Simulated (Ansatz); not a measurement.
Space group P6_3/mmc (No. 194). a = 2.939 Å, b = 2.939 Å, c = 4.650 Å, α = 90.00°, β = 90.00°, γ = 120.00°
```csv
atom,site,symmetry,x,y,z
Ti,2c,-6m2,0.3333,0.6667,0.2500
```

Equation of state of this Ti structure (not necessarily the ground state), with shape and atoms relaxed at each volume where symmetry leaves them free. It has no gap at any of these volumes. Method: Ansatz 0.2.0, DFT PBE, scalar-relativistic, plane waves, PAW.

Cutoff 420 eV; k points 18×18×10 on the computed 2-atom cell (Γ-centred); Gaussian smearing, width 0.10 eV; no spin polarisation.

```csv
V (Å³/atom),E − E(largest V) (meV/atom),P (GPa)
15.302,53.55,17.96
15.824,4.12,12.51
16.345,-28.70,7.76
16.867,-47.00,3.62
17.389,-52.68,0.01
17.910,-47.37,-3.13
18.432,-32.52,-5.86
19.128,0.00,-8.95
```

Fit a third-order Birch–Murnaghan equation to E(V).

V0 = 17.39 Å³/atom, B0 = 112 GPa, B0' = 3.6.